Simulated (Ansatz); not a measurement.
## CuAu3 in Ansatz: the effect of functional

The system is CuAu3.

```xyz
4
Lattice="3.8988 0.0000 0.0000 0.0000 3.8988 0.0000 0.0000 0.0000 3.8988" Properties=species:S:1:pos:R:3 pbc="T T T"
Au    1.9494    1.9494    0.0000
Au    1.9494    0.0000    1.9494
Au    0.0000    1.9494    1.9494
Cu    0.0000    0.0000    0.0000
```

The cell isn't the ideal one: volume scaled by 0.94.

Alike in all runs:

| Property | Result |
| --- | --- |
| Program | Ansatz 0.2.0 |
| Task | single point |
| Potentials or basis | Ansatz PAW |
| k mesh | 7 × 7 × 7 |
| Occupations | fermi-dirac, width 0.05 eV |
| Spin | no spin polarisation |

```csv
functional,cutoff,pressure (GPa)
LDA,420 eV (not typed: the program's choice for these potentials),6.0
PBEsol,420 eV (not typed: the program's choice for these potentials),?
r2SCAN,500 eV (not typed: the program's choice for these potentials),16.4
```

**Question.** What does the run with functional PBEsol give?

**Answer.** Pressure 11.5 GPa.

Caveats: the PAW data sets come from PBE, with cores solved anew for the run's functional, which leaves a small shift of forces and pressure.
